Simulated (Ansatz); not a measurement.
Relaxed bulk TiC, space group Fm-3m (No. 225):

```
Ti C
1.0
     0.00000    2.14669    2.14669
     2.14669    0.00000    2.14669
     2.14669    2.14669    0.00000
Ti C
1 1
Direct
  0.00000 0.00000 0.00000
  0.50000 0.50000 0.50000
```

Theory: DFT PBEsol, scalar-relativistic, plane waves, PAW (Ansatz 0.2.0). Cutoff 420 eV, k spacing 0.19 to 0.25 Å⁻¹, dipole correction; no spin polarisation.

Slabs with different planes and terminations (top/bottom plane) are cut from it in 1×1 cells and relaxed. Each holds whole formula units counted by Ti and an excess Δn of C (negative: a deficit); ΔE is its energy over those formula units in the bulk and the excess in the standard state of C. The formation energy of TiC is -1.832 eV a formula unit (uncorrected), so Δμ(C) runs from -1.832 eV to 0 if no other compound intervenes.

```csv
slab,A (Å²),Δn(C),ΔE (eV)
"(100) TiC/TiC, Ti6C6",9.22,0,2.183
"(111) Ti/Ti, Ti5C4",7.98,-1.00,3.470
"(111) C/C, Ti5C6",7.98,+1.00,8.388
"(111) Ti/C, Ti5C5",7.98,0,5.977
```

(1) Work out each slab's surface energy at the C-rich and C-poor ends.

(2) Does the lowest surface change with the conditions?

Only the planes named were cut, so another facet can lie lower still. Reconstructions in larger cells weren't sought.

Results:

(1) γ = [ΔE − Δn·Δμ(C)]/(2A) × 16.02 J/m² per eV/Å², the mean of both faces:

```csv
slab,C-rich (J/m²),C-poor (J/m²)
"(100) TiC/TiC, Ti6C6",1.90,1.90
"(111) Ti/Ti, Ti5C4",3.48,1.64
"(111) C/C, Ti5C6",8.42,10.26
"(111) Ti/C, Ti5C5",6.00,6.00
```

(2) Yes: among these slabs (100) TiC/TiC, Ti6C6 is lowest at the C-rich end and (111) Ti/Ti, Ti5C4 at the C-poor end. Their lines cross where (ΔE − Δn·Δμ)/A is equal, at Δμ(C) = -1.58 eV, with γ = 1.90 J/m².